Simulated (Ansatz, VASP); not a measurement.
# As in VASP and in Ansatz

The input POSCAR:

```
As
1.0
    2.7036817444      0.0000000000      0.0000000000
    0.0000000000      2.7036817444      0.0000000000
    0.0000000000      0.0000000000      2.7036817444
As
1
Direct
    0.5000000000      0.5000000000      0.5000000000
```

Contents of INCAR.step1:

```
SYSTEM = As
PREC = Accurate
ENCUT = 520
EDIFF = 1E-5
ISMEAR = -1
SIGMA = 0.05
LREAL = .False.
LASPH = .True.
NELM = 80
ALGO = Normal
ISIF = 2
LWAVE = .True.
LCHARG = .False.
GGA = PE
```

INCAR.step2

```
SYSTEM = As
PREC = Accurate
ENCUT = 520
EDIFF = 1E-6
ISMEAR = -1
SIGMA = 0.05
LREAL = .False.
LASPH = .True.
NELM = 80
ALGO = Normal
ISIF = 2
LWAVE = .False.
LCHARG = .False.
GGA = PE
LHFCALC = .True.
HFSCREEN = 0.2
AEXX = 0.25
PRECFOCK = Fast
ISTART = 1
```

KPOINTS

```
Automatic mesh
0
Gamma
  5 5 5
  0 0 0
```

Contents of input.yaml:

```yaml
crystal:
  lattice:
    - [2.7036817444, 0.0, 0.0]
    - [0.0, 2.7036817444, 0.0]
    - [0.0, 0.0, 2.7036817444]
  atoms:
    - { symbol: As, position: [0.5, 0.5, 0.5] }
hamiltonian:
  xc: { exchange: pbe, correlation: pbe, exx: { coeff: 0.25, omega: 0.2 } }
  pseudopotentials: { kind: paw }
kpoints:
  mp_grid: { grid: [5, 5, 5] }
scf:
  occupations: { method: fermi_dirac, width: 0.05 }
output:
  forces: true
  stress: true
  eigenvalues: true
  write_density: true
  write_potential: true
  elf: true
  volumetric_format: npy
```

This isn't the form of As at room conditions, which is rhombohedral.

Alike in both runs: task single point; functional HSE(alpha, omega); k mesh 5 × 5 × 5; occupations fermi-dirac, width 0.05 eV; no spin polarisation.

|  | VASP | Ansatz |
| --- | --- | --- |
| version | VASP 6.6.1 | Ansatz 0.2.0 |
| potentials or method | VASP PAW PBE potentials, release 64 (As) | Ansatz PAW |
| plane-wave cutoff (eV) | 520 | 420 |
| valence electrons in the cell | 5 | 15 |

VASP gave:

| Quantity | Value |
| --- | --- |
| gap on the k mesh at the Fermi level (eV) | none |
| pressure (GPa) | -1.2 |

**Question.** What did Ansatz give for the same quantities?

**Answer.** gap on the k mesh at the Fermi level (eV): none; pressure (GPa): -0.6.

A gap of «none» marks a metal or a gap that the smearing closes. The two sets of potentials don't hold the same shells in valence.

Caveats: the k mesh is coarse (spacing up to 0.46 Å⁻¹), so the values aren't converged, least of all with exact exchange; the PAW data sets were made with another functional, which shifts forces and pressure a little (VASP); the PAW data sets come from PBE, with cores solved anew for the run's functional, which leaves a small shift of forces and pressure (Ansatz); the thresholds are loose for stress (Ansatz).
